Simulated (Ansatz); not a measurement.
# FeO (I4/mmm) in Ansatz: equation of state

Aim: energy against volume of FeO in PBE, for its equilibrium volume and stiffness.

Everything below comes from runs of Ansatz 0.2.0. Logs are shortened: lines on timing, memory, paths and dates and some standing lists are left out, and cuts for length are marked.

## Step 1: The structure

It takes space group I4/mmm (No. 139, tetragonal). The conventional cell has a = 3.204 Å, b = 3.204 Å, c = 4.167 Å, α = 90.00°, β = 90.00°, γ = 90.00°. Fe (site symmetry 4/mmm) is surrounded by 6 O at 2.08 to 2.27 Å. Around O (site symmetry 4/mmm) lie 6 Fe at 2.08 to 2.27 Å.

The cell comes from a database or a generator and needn't be the stable form of this composition.

## Step 2: Single point, PBE, collinear spin, ferromagnetic start, 10.05 Å³/atom (volume scaled by 0.94)

File input.yaml:

```yaml
crystal:
  lattice:
    - [-1.5693982481, 1.5693982481, 2.0408621071]
    - [1.5693982481, -1.5693982481, 2.0408621071]
    - [1.5693982481, 1.5693982481, -2.0408621071]
  atoms:
    - { symbol: Fe, position: [0.0, 0.0, 0.0], spin: 3.0 }
    - { symbol: O, position: [0.5, 0.5, 0.0] }
hamiltonian:
  xc: pbe
  pseudopotentials: { kind: paw }
magnetization:
  spin_polarized: true
kpoints:
  mp_grid: { grid: [12, 12, 12] }
scf:
  occupations: { method: fermi_dirac, width: 0.05 }
output:
  forces: true
  stress: true
  eigenvalues: true
```

Potentials or basis: Ansatz PAW.

The run is started by

```console
$ ansatz run input.yaml --threads 2 --pin off --max-ram 5120MiB --backend cpu --events-out ev --progress --plain --runs-dir out
```

The program printed:

```text
Warning: RAYON_NUM_THREADS=2 ignored (pool sized by the plan → 2); use --threads N
Engine: ansatz 0.2.0, x86_64-unknown-linux-gnu
Pseudopotentials: kind: paw
Pseudopotential: Fe, paw, valence charge 16, recommended cutoff 420 eV (normal), Fe.paw.azcp
Pseudopotential: O, paw, valence charge 6, recommended cutoff 420 eV (normal), O.paw.azcp
Functional definition: PBE
  parameter kappa = 0.804
  parameter beta = 0.06672455060314922
  exchange = pbe_x(kappa = kappa, mu = beta*pi^2/3)
  correlation = pbe_c(beta = beta)
Crystal: 2 atoms, lattice volume = 20.107 Å³
Basis set: ecut = 420 eV, 379 PW (Γ), exchange–correlation on 48×48×48 points (8 copies of the dense FFT grid, shifted against one another)
Bands: 17, of which v1, the nominal top of the filled ones, is band 11 counted from 1 (10 counted from 0)
Symmetry: 16 space group operations
Space group: I4/mmm (ITA 139), of the structure as read, at distance tolerance 2.7e-5 Å
Magnetic group: BNS 139.531 (UNI 1191), of the structure as read, at distance tolerance 2.7e-5 Å
k-points: 163 of 1728
Non-local potential: Fe, projectors of the file, l = 0: 3, l = 1: 2, l = 2: 3, l = 3: 1
Non-local potential: O, projectors of the file, l = 0: 2, l = 1: 2, l = 2: 1
PAW form: soft (Blöchl's): semilocal exchange-correlation on the pseudo side does not see the compensation charge
PAW one-centre angular grid: Fe, 590 points (default); XC on 64 Gauss nodes
PAW one-centre angular grid: O, 110 points (default); XC on 64 Gauss nodes
Initial density: superposition of atomic densities (chi_scale 0.1, normalization cell, long waves kept (reshape's long-wave potential 0.00 eV rms))
Starting moments: Σ|m| = 3 μB on 1 of 2 sites
Initial wavefunctions: pseudopotential atomic-orbital guess
Functional: x = pbe(κ = 0.804, μ = 0.2195149727645171), c = pbe(β = 0.06672455060314922)
SCF iter   1: F=—  HF=-5046.825759 eV  |F-HF|=—  |Δ(HF+E_count)|=         —  Δρ=1.39e-1 (↑1.39e-1 ↓6.22e-2)  dr2=3.29e0  dr2_m=1.19e0  M=3.722 μB ∫|m|=3.723 μB  β_m=0.30  ethr=3.10e-3  ⟨swp⟩=4.4  Hψ=23076  notcnv=0
Mixer restart at iter 1: flushing history
preconditioner: auto → none  [metal: Δε(μ)=0.000 eV  Ē_g=13.125 eV  σ=0.050 eV  W_gap=0.00  n_scr=8 (ndim 8)  ℏωp=31.0 eV  f_vac=0.000  D(μ)=2.55/eV (n_scr^D=42)  sad-step TF]
SCF iter   2: F=—  HF=-5046.956293 eV  |F-HF|=—  |Δ(HF+E_count)|=   1.31e-1  Δρ=9.18e-2 (↑9.18e-2 ↓5.78e-2)  dr2=5.20e-1  dr2_m=9.41e-1  M=3.947 μB ∫|m|=3.947 μB  β_m=0.51  ethr=3.10e-3  ⟨swp⟩=2.9  Hψ=12715  notcnv=0  defer=116
SCF iter   3: F=—  HF=-5047.169397 eV  |F-HF|=—  |Δ(HF+E_count)|=   2.13e-1  Δρ=3.95e-2 (↑3.38e-2 ↓3.95e-2)  dr2=9.37e-1  dr2_m=2.11e-2  M=3.849 μB ∫|m|=3.853 μB  β_m=0.46  ethr=2.36e-3  ⟨swp⟩=2.2  Hψ=10086  notcnv=0  defer=128
SCF iter   4: F=—  HF=-5047.080430 eV  |F-HF|=—  |Δ(HF+E_count)|=   8.90e-2  Δρ=8.74e-3 (↑8.74e-3 ↓5.81e-3)  dr2=1.56e-2  dr2_m=2.65e-3  M=3.996 μB ∫|m|=4.004 μB  β_m=0.48  ethr=2.36e-3  ⟨swp⟩=2.6  Hψ=9323  notcnv=0  defer=128
SCF iter   5: F=—  HF=-5047.083547 eV  |F-HF|=—  |Δ(HF+E_count)|=         —  Δρ=3.86e-3 (↑3.86e-3 ↓3.64e-3)  dr2=2.70e-3  dr2_m=7.08e-4  M=3.994 μB ∫|m|=4.004 μB  β_m=0.48  ethr=7.09e-5  ⟨swp⟩=2.2  Hψ=11319  notcnv=0  defer=153
Mixer restart at iter 5: flushing history
SCF iter   6: F=—  HF=-5047.086308 eV  |F-HF|=—  |Δ(HF+E_count)|=   2.76e-3  Δρ=1.53e-3 (↑1.51e-3 ↓1.53e-3)  dr2=1.53e-4  dr2_m=3.28e-4  M=3.995 μB ∫|m|=4.005 μB  β_m=0.62  ethr=1.23e-5  ⟨swp⟩=2.4  Hψ=10648  notcnv=0  defer=153
SCF iter   7: F=—  HF=-5047.088085 eV  |F-HF|=—  |Δ(HF+E_count)|=   1.78e-3  Δρ=1.97e-3 (↑1.54e-3 ↓1.97e-3)  dr2=1.51e-3  dr2_m=3.61e-5  M=3.996 μB ∫|m|=4.007 μB  β_m=0.62  ethr=6.94e-7  ⟨swp⟩=2.0  Hψ=9785  notcnv=0  defer=153
SCF iter   8: F=—  HF=-5047.088207 eV  |F-HF|=—  |Δ(HF+E_count)|=   1.22e-4  Δρ=6.06e-4 (↑6.06e-4 ↓3.30e-4)  dr2=7.78e-5  dr2_m=7.07e-6  M=3.996 μB ∫|m|=4.007 μB  β_m=0.61  ethr=6.94e-7  ⟨swp⟩=2.0  Hψ=10890  notcnv=0  defer=153
SCF iter   9: F=—  HF=-5047.088197 eV  |F-HF|=—  |Δ(HF+E_count)|=   9.62e-6  Δρ=1.88e-4 (↑1.88e-4 ↓8.53e-5)  dr2=4.63e-6  dr2_m=1.69e-6  M=3.996 μB ∫|m|=4.007 μB  β_m=0.60  ethr=3.54e-7  ⟨swp⟩=2.0  Hψ=7807  notcnv=0  defer=153
SCF iter  10: F=—  HF=-5047.088196 eV  |F-HF|=—  |Δ(HF+E_count)|=   1.81e-6  Δρ=4.65e-5 (↑4.65e-5 ↓3.01e-5)  dr2=1.72e-7  dr2_m=2.06e-7  M=3.996 μB ∫|m|=4.007 μB  β_m=0.80  ethr=2.11e-8  ⟨swp⟩=2.5  Hψ=8895  notcnv=0  defer=153
SCF iter  11: F=-5047.088196 eV  HF=-5047.088196 eV  |F-HF|=6.22e-10  |Δ(HF+E_count)|=   6.76e-8  Δρ=8.15e-6 (↑2.24e-6 ↓8.15e-6)  dr2=4.53e-9  dr2_m=3.19e-9  M=3.996 μB ∫|m|=4.007 μB  ethr=4.55e-10  ⟨swp⟩=3.8  Hψ=22605  notcnv=0
SCF 1 converged in 11 iterations: F = -5047.088196 eV  dr2 = 4.53e-9
SCF converged after 11 iterations
Magnetization: 3.9962 μB (12.9981 up, 9.0019 down)
Absolute magnetization: 4.0075 μB (∫|ρ↑−ρ↓|, with the PAW one-centre terms)
Spin contamination: 0.0116 ħ² per cell (⟨S²⟩ above its minimum at these occupations)
Per-site moments (μB) at R_I (Å): [(3.3647848069646065, 0.8418556191787501), (0.320411904389651, 0.8418556191787501)]
Free energy (F): -5047.088196 eV
Harris-Foulkes:  -5047.088196 eV  (|F-HF|=6.22e-10)
Internal energy: -5047.076144 eV  (E = F + TS)
E sigma→0 (E₀):  -5047.082170 eV
Entropy (-TS):   -0.012052 eV (-6.026 meV/atom)
Fermi energy:    14.548476 eV
--- Per-component energies (eV) ---
  E_band       = -268.470140
  E_kinetic    = 515.495367
  E_local      = -2612.970059  (includes V_loc(G=0)·N_el)
  E_nonlocal   = 279.330824
  E_hartree    = 1066.146436
  E_xc         = -187.998368
  E_vxc        = -241.088651  (∫ρ·V_xc dr)
  E_paw        = -1529.411257  (= ΣΔE_a)
  E_vpaw       = -341.531267  (= ΣTr[D̂ρ^β])
  E_aug_tail   = 0.003423  (compensation charges beyond the density's cutoff)
  E_ewald      = -2577.672509
  E_smearing   = -0.012052  (= −TS)
  E_closure    = 0.000000  (closes the sum)
  Σ components = -5047.088196   (vs F -5047.088196, Δ=0.00e0)
--- Forces (eV/Å), atoms counted from 1 ---
  atom   1  Fe    -0.00000000     0.00000000     0.00000000
  atom   2  O      0.00000000     0.00000000     0.00000000
  max |Σ_I F_I| component: 5.55e-32 eV/Å
--- Stress (GPa, compression-positive) ---
       -1.950858       0.000000       0.000000
        0.000000      -1.950858      -0.000000
        0.000000      -0.000000       7.943774
  P = ⅓ Tr σ = 1.3474 GPa (13.474 kbar)
--- Band table (eV; the first three rows and the last of 326) ---
  k-point 0 ↑: bands = ["-75.3321", "-41.3889", "-41.3537", "-41.3537", "-6.2803", "10.4926", "10.5792", "10.5792", "10.7021", "10.7021", "10.7587", "10.9058", "10.9355", "14.6690", "29.8327", "31.5143", "31.5143"]
  k-point 1 ↑: bands = ["-75.3316", "-41.3904", "-41.3569", "-41.3545", "-6.1992", "9.3994", "10.0793", "10.3594", "10.5224", "10.8677", "11.0196", "11.2985", "11.7959", "15.2315", "28.7831", "30.6896", "31.1672"]
  k-point 2 ↑: bands = ["-75.3305", "-41.3944", "-41.3656", "-41.3566", "-5.9816", "8.1795", "9.7214", "10.0226", "10.3691", "10.9373", "11.4380", "11.6725", "12.2605", "16.6210", "27.5771", "28.5224", "29.5870"]
  k-point 162 ↓: bands = ["-71.1776", "-37.3587", "-37.3587", "-37.3382", "-4.4605", "7.7511", "9.8607", "9.8607", "12.3611", "15.3346", "15.3346", "15.3992", "15.8222", "21.2101", "24.3527", "25.7343", "29.5057"]
```

It took 4.7 s on 2 threads of Intel Xeon at 2.70GHz, shared host; peak memory 0.42 GiB.

What came out:

```
Free energy            : -5047.0882 eV
Pressure               : 1.3 GPa
Band gap on the k mesh : none (metal or under the smearing width)
Net moment             : 4.00 μB per cell
Absolute moment        : 4.01 μB per cell
Site moments           : Fe +3.36; O +0.32 μB
```

Caveat: the pressure holds a Pulay correction of +0.7 GPa for the finite cutoff; a cell with one magnetic atom can't hold antiferromagnetic order, which such compounds often take; semilocal functionals often make such compounds metallic where correlation or magnetic order opens a gap, which also shifts bond lengths.

## Step 3: Single point, PBE, collinear spin, ferromagnetic start, 10.27 Å³/atom (volume scaled by 0.96)

Edit input.yaml of step 2 so:

```diff
@@ -2,5 +2,5 @@
   lattice:
-    - [-1.5693982481, 1.5693982481, 2.0408621071]
-    - [1.5693982481, -1.5693982481, 2.0408621071]
-    - [1.5693982481, 1.5693982481, -2.0408621071]
+    - [-1.5804507126, 1.5804507126, 2.055234849]
+    - [1.5804507126, -1.5804507126, 2.055234849]
+    - [1.5804507126, 1.5804507126, -2.055234849]
   atoms:
```

Potentials or basis: Ansatz PAW.

The run is started by

```console
$ ansatz run input.yaml --threads 2 --pin off --max-ram 5120MiB --backend cpu --events-out ev --progress --plain --runs-dir out
```

Run time: 4.8 s. Hardware: 2 threads of Intel Xeon at 2.70GHz, shared host; peak memory 0.42 GiB.

The run converged. Its results:

| Quantity | Value |
| --- | --- |
| Free energy | -5047.0867 eV |
| Pressure | -2.4 GPa |
| Band gap on the k mesh | none (metal or under the smearing width) |
| Net moment | 4.00 μB per cell |
| Absolute moment | 4.01 μB per cell |
| Site moments | Fe +3.38; O +0.32 μB |

Caveat: the pressure holds a Pulay correction of +0.6 GPa for the finite cutoff; a cell with one magnetic atom can't hold antiferromagnetic order, which such compounds often take; semilocal functionals often make such compounds metallic where correlation or magnetic order opens a gap, which also shifts bond lengths.

## Step 4: Single point, PBE, collinear spin, ferromagnetic start, 10.48 Å³/atom (volume scaled by 0.98)

Edit input.yaml of step 3 so:

```diff
@@ -2,5 +2,5 @@
   lattice:
-    - [-1.5804507126, 1.5804507126, 2.055234849]
-    - [1.5804507126, -1.5804507126, 2.055234849]
-    - [1.5804507126, 1.5804507126, -2.055234849]
+    - [-1.5913507171, 1.5913507171, 2.0694093304]
+    - [1.5913507171, -1.5913507171, 2.0694093304]
+    - [1.5913507171, 1.5913507171, -2.0694093304]
   atoms:
@@ -21 +21,5 @@
   eigenvalues: true
+  write_density: true
+  write_potential: true
+  elf: true
+  volumetric_format: npy
```

The run is started by

```console
$ ansatz run input.yaml --threads 2 --pin off --max-ram 5120MiB --backend cpu --events-out ev --progress --plain --runs-dir out
```

Wall time 9.5 s (2 threads of Intel Xeon at 2.70GHz, shared host); peak memory 0.42 GiB.

It converged, with:

```
Free energy            : -5047.0758 eV
Pressure               : -5.7 GPa
Band gap on the k mesh : none (metal or under the smearing width)
Net moment             : 4.00 μB per cell
Absolute moment        : 4.01 μB per cell
Site moments           : Fe +3.39; O +0.31 μB
```

Caveat: the pressure holds a Pulay correction of +0.6 GPa for the finite cutoff; a cell with one magnetic atom can't hold antiferromagnetic order, which such compounds often take; semilocal functionals often make such compounds metallic where correlation or magnetic order opens a gap, which also shifts bond lengths.

## Step 5: Single point, PBE, collinear spin, ferromagnetic start, 10.70 Å³/atom

File input.yaml:

```yaml
crystal:
  lattice:
    - [-1.602103413, 1.602103413, 2.08339225]
    - [1.602103413, -1.602103413, 2.08339225]
    - [1.602103413, 1.602103413, -2.08339225]
  atoms:
    - { symbol: Fe, position: [0.0, 0.0, 0.0], spin: 3.0 }
    - { symbol: O, position: [0.5, 0.5, 0.0] }
hamiltonian:
  xc: pbe
  pseudopotentials: { kind: paw }
magnetization:
  spin_polarized: true
kpoints:
  mp_grid: { grid: [12, 12, 12] }
scf:
  occupations: { method: fermi_dirac, width: 0.05 }
output:
  forces: true
  stress: true
  eigenvalues: true
```

The run is started by

```console
$ ansatz run input.yaml --threads 2 --pin off --max-ram 5120MiB --backend cpu --events-out ev --progress --plain --runs-dir out
```

Wall time 6.9 s (2 threads of Intel Xeon at 2.70GHz, shared host); peak memory 0.42 GiB.

It converged, with:

- Free energy: -5047.0565 eV
- Pressure: -8.7 GPa
- Band gap on the k mesh: none (metal or under the smearing width)
- Net moment: 4.00 μB per cell
- Absolute moment: 4.01 μB per cell
- Site moments: Fe +3.40; O +0.31 μB

Caveat: the pressure holds a Pulay correction of +0.6 GPa for the finite cutoff; a cell with one magnetic atom can't hold antiferromagnetic order, which such compounds often take; semilocal functionals often make such compounds metallic where correlation or magnetic order opens a gap, which also shifts bond lengths.

## Step 6: Single point, PBE, collinear spin, ferromagnetic start, 10.91 Å³/atom (volume scaled by 1.02)

Edit input.yaml of step 5 so:

```diff
@@ -2,5 +2,5 @@
   lattice:
-    - [-1.602103413, 1.602103413, 2.08339225]
-    - [1.602103413, -1.602103413, 2.08339225]
-    - [1.602103413, 1.602103413, -2.08339225]
+    - [-1.6127136786, 1.6127136786, 2.0971899518]
+    - [1.6127136786, -1.6127136786, 2.0971899518]
+    - [1.6127136786, 1.6127136786, -2.0971899518]
   atoms:
```

Potentials or basis: Ansatz PAW.

The run is started by

```console
$ ansatz run input.yaml --threads 2 --pin off --max-ram 5120MiB --backend cpu --events-out ev --progress --plain --runs-dir out
```

Run time: 7.2 s. Hardware: 2 threads of Intel Xeon at 2.70GHz, shared host; peak memory 0.42 GiB.

Results (log left out):

* Free energy: -5047.0297 eV
* Pressure: -11.4 GPa
* Band gap on the k mesh: none (metal or under the smearing width)
* Net moment: 4.00 μB per cell
* Absolute moment: 4.01 μB per cell
* Site moments: Fe +3.41; O +0.31 μB

Caveat: the pressure holds a Pulay correction of +0.6 GPa for the finite cutoff; a cell with one magnetic atom can't hold antiferromagnetic order, which such compounds often take; semilocal functionals often make such compounds metallic where correlation or magnetic order opens a gap, which also shifts bond lengths.

## Step 7: Single point, PBE, collinear spin, ferromagnetic start, 11.12 Å³/atom (volume scaled by 1.04)

Edit input.yaml of step 6 so:

```diff
@@ -2,5 +2,5 @@
   lattice:
-    - [-1.6127136786, 1.6127136786, 2.0971899518]
-    - [1.6127136786, -1.6127136786, 2.0971899518]
-    - [1.6127136786, 1.6127136786, -2.0971899518]
+    - [-1.6231861388, 1.6231861388, 2.1108084499]
+    - [1.6231861388, -1.6231861388, 2.1108084499]
+    - [1.6231861388, 1.6231861388, -2.1108084499]
   atoms:
@@ -21 +21,5 @@
   eigenvalues: true
+  write_density: true
+  write_potential: true
+  elf: true
+  volumetric_format: npy
```

The run is started by

```console
$ ansatz run input.yaml --threads 2 --pin off --max-ram 5120MiB --backend cpu --events-out ev --progress --plain --runs-dir out
```

Run time: 10 s. Hardware: 2 threads of Intel Xeon at 2.70GHz, shared host; peak memory 0.43 GiB.

Results (log left out):

* Free energy: -5046.9961 eV
* Pressure: -13.7 GPa
* Band gap on the k mesh: none (metal or under the smearing width)
* Net moment: 4.00 μB per cell
* Absolute moment: 4.02 μB per cell
* Site moments: Fe +3.42; O +0.30 μB

Caveat: the pressure holds a Pulay correction of +0.6 GPa for the finite cutoff; a cell with one magnetic atom can't hold antiferromagnetic order, which such compounds often take; semilocal functionals often make such compounds metallic where correlation or magnetic order opens a gap, which also shifts bond lengths.

[end of part 1 of 2]
